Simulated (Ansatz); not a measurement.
The cell is COD entry 9013008, as deposited and not checked against the literature; nothing was relaxed. The listed cell was then made from it by scaling, straining or moving an atom.

Sb: DFT, PBE, PAW with Ansatz's default frozen-core files, scalar-relativistic (Ansatz 0.2.0). What sets it apart from a plain run of this crystal: volume scaled by 0.99.

Command: `ansatz run input.yaml --threads 1 --pin off --max-ram 3072MiB --backend cpu --events-out ev --progress --plain --runs-dir out` The run took 1.5 s on 1 thread of Intel(R) Xeon(R) 6975P-C (Granite Rapids), on a shared host, peak memory 0.36 GiB.

```yaml
crystal:
  lattice:
    - [3.1494313592, 0.0, 0.0]
    - [0.0, 3.1494313592, 0.0]
    - [0.0, 0.0, 3.1494313592]
  atoms:
    - { symbol: Sb, position: [0.0, 0.0, 0.0] }
kpoints:
  mp_grid: { grid: [13, 13, 13] }
scf:
  occupations: { method: fermi_dirac, width: 0.05 }
hamiltonian:
  xc: pbe
  pseudopotentials: { kind: paw }
output:
  forces: true
  stress: true
  eigenvalues: true
  efg: { contact_densities: true }
```

Output (standing set-up lines are left out):

```
Crystal: 1 atoms, lattice volume = 31.239 Å³
Space group: Pm-3m (ITA 221), of the structure as read, at distance tolerance 3.1e-5 Å
SCF iter   1: F=—  HF=-6484.447215 eV  |F-HF|=—  |Δ(HF+E_count)|=         —  Δρ=5.02e-4  dr2=3.35e-5  ethr=1.77e-3  ⟨swp⟩=5.8  Hψ=5964  notcnv=0
preconditioner: auto → none  [metal: Δε(μ)=0.056 eV  Ē_g=11.922 eV  σ=0.050 eV  W_gap=0.27  n_scr=6 (ndim 8)  ℏωp=14.9 eV  f_vac=0.004  D(μ)=0.38/eV (n_scr^D=0)  sad-step TF]
SCF iter   2: F=—  HF=-6484.446347 eV  |F-HF|=—  |Δ(HF+E_count)|=   8.68e-4  Δρ=2.61e-4  dr2=1.64e-5  ethr=2.23e-7  ⟨swp⟩=2.9  Hψ=2502  notcnv=0
SCF iter   3: F=—  HF=-6484.446374 eV  |F-HF|=—  |Δ(HF+E_count)|=   2.76e-5  Δρ=1.22e-4  dr2=2.77e-6  ethr=1.10e-7  ⟨swp⟩=2.0  Hψ=1610  notcnv=0
SCF iter   4: F=—  HF=-6484.446376 eV  |F-HF|=—  |Δ(HF+E_count)|=   2.20e-6  Δρ=5.01e-5  dr2=5.84e-7  ethr=1.84e-8  ⟨swp⟩=2.1  Hψ=1200  notcnv=0
iter 5 did not close the SCF: its close was put off for the readings that it lacked (scf_convergence_deferred on its scf_iter line)
SCF iter   5: F=-6484.446376 eV  HF=-6484.446376 eV  |F-HF|=6.22e-10  |Δ(HF+E_count)|=   3.49e-7  Δρ=3.75e-6  dr2=2.29e-9  ethr=3.89e-9  ⟨swp⟩=2.0  Hψ=1604  notcnv=0
SCF iter   6: F=-6484.446376 eV  HF=-6484.446376 eV  |F-HF|=4.09e-11  |Δ(HF+E_count)|=  7.84e-10  Δρ=5.04e-7  dr2=5.69e-11  ethr=1.52e-11  ⟨swp⟩=3.6  Hψ=4041  notcnv=0
SCF 1 converged in 6 iterations: F = -6484.446376 eV  dr2 = 5.69e-11
  greatest PAW one-centre occupation: 0.996 electrons in one spin orbital (limit 2), on the Sb atom at site 0 (counted from 0), in its partial waves of l = 2
SCF converged after 6 iterations
Free energy (F): -6484.446376 eV
Harris-Foulkes:  -6484.446376 eV  (|F-HF|=4.09e-11)
Internal energy: -6484.443372 eV  (E = F + TS)
E sigma→0 (E₀):  -6484.444874 eV
Entropy (-TS):   -0.003005 eV (-3.005 meV/atom)
Fermi energy:    9.339577 eV
--- Per-component energies (eV) ---
  E_band       = -176.289056
  E_kinetic    = 205.886414
  E_local      = -1604.989973  (includes V_loc(G=0)·N_el)
  E_nonlocal   = 361.869223
  E_hartree    = 725.259897
  E_xc         = -138.011450
  E_vxc        = -95.664040  (∫ρ·V_xc dr)
  E_paw        = -4575.048392  (= ΣΔE_a)
  E_vpaw       = -493.910092  (= ΣTr[D̂ρ^β])
  E_aug_tail   = -0.000002  (compensation charges beyond the density's cutoff)
  E_ewald      = -1459.409090
  E_smearing   = -0.003005  (= −TS)
  E_closure    = 0.000000  (closes the sum)
  Σ components = -6484.446376   (vs F -6484.446376, Δ=0.00e0)
--- Forces (eV/Å), atoms counted from 1 ---
  atom   1  Sb    -0.00000000    -0.00000000    -0.00000000
  max |Σ_I F_I| component: 3.62e-31 eV/Å
--- Stress (GPa, compression-positive) ---
       -2.055168       0.000000       0.000000
        0.000000      -2.055168       0.000000
        0.000000       0.000000      -2.055168
  P = ⅓ Tr σ = -2.0552 GPa (-20.552 kbar)
--- PAW observables at the nuclei: V_zz in 10²¹ V/m², potentials from the cell's mean, atoms counted from 1 ---
  atom   1  Sb V_zz =    +0.000000   η = 0.0000   by run symmetry: forbidden
            electrostatic potential = -8409.101972 V   contact ρ = 1350126.413579 e/Å³
--- Band table (eV; the first three rows and the last of 84) ---
  k-point 0: bands = ["-19.8579", "-19.8579", "-19.7095", "-19.7095", "-19.7095", "-2.7623", "12.4311", "12.4311", "12.4311", "16.3359", "16.3359", "17.2585"]
  k-point 1: bands = ["-19.8576", "-19.8502", "-19.7117", "-19.7117", "-19.7094", "-2.6806", "11.4251", "12.5105", "12.5105", "16.4063", "16.8619", "17.9598"]
  k-point 2: bands = ["-19.8567", "-19.8289", "-19.7177", "-19.7177", "-19.7089", "-2.4384", "9.6393", "12.7416", "12.7416", "16.6165", "17.2033", "20.0571"]
  k-point 83: bands = ["-19.7873", "-19.7873", "-19.7873", "-19.6472", "-19.6472", "4.2101", "7.7671", "7.7671", "7.9115", "14.1543", "14.3527", "14.3527"]
```
